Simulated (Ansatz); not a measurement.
**What DFT gives for BaTiO₃**

```
Ba Ti O
1.0
    -4.01490   -2.86012    2.87025
    -4.01490    2.86012   -2.87025
     0.00000    2.86012    2.87025
Ba Ti O
2 2 6
Direct
  0.00000 0.00000 0.00000
  0.50000 0.50000 0.00000
  0.00850 0.49150 0.51700
  0.50850 0.99150 0.51700
  0.24450 0.75550 0.48900
  0.74450 0.25550 0.48900
  0.24616 0.25383 0.50453
  0.74616 0.75384 0.50453
  0.00227 0.49773 0.99233
  0.50226 0.99774 0.99233
```

Level: r2SCAN, no spin polarisation; 500 eV; 5×5×6 Γ-centred mesh; methfessel-paxton occupations (width 0.0104 eV); Ansatz 0.2.0, fixed geometry.

(1) Is there a gap, and of what kind?

(2) Is the cell too large or too small?

(3) Which atom feels the largest force, and which way?

(4) What do density and ELF say about some of the short contacts?

Origin: a database entry at a rescaled volume.

Results:

(1) The gap is 2.26 eV, indirect (the least direct gap found is 2.30 eV). A semilocal functional usually gives too small a gap.

(2) The pressure is -4.6 GPa (compression positive), so with the atoms held at these fractions the cell would first shrink.

(3) The largest is on O9 (and as large on other atoms): 0.45 eV/Å, components (0.00, -0.21, -0.39). It makes 18° with the line to a nearest neighbour, Ti3 at 1.93 Å, pointing towards it.

(4) Ti–O at 1.93 Å: least valence density 0.77 e/Å³ and ELF 0.22 there. Ba–O at 2.81 Å: least valence density 0.18 e/Å³ and ELF 0.08 there, a closed-shell (ionic or weak) contact. Both are smooth PAW fields, read partly inside the augmentation spheres.
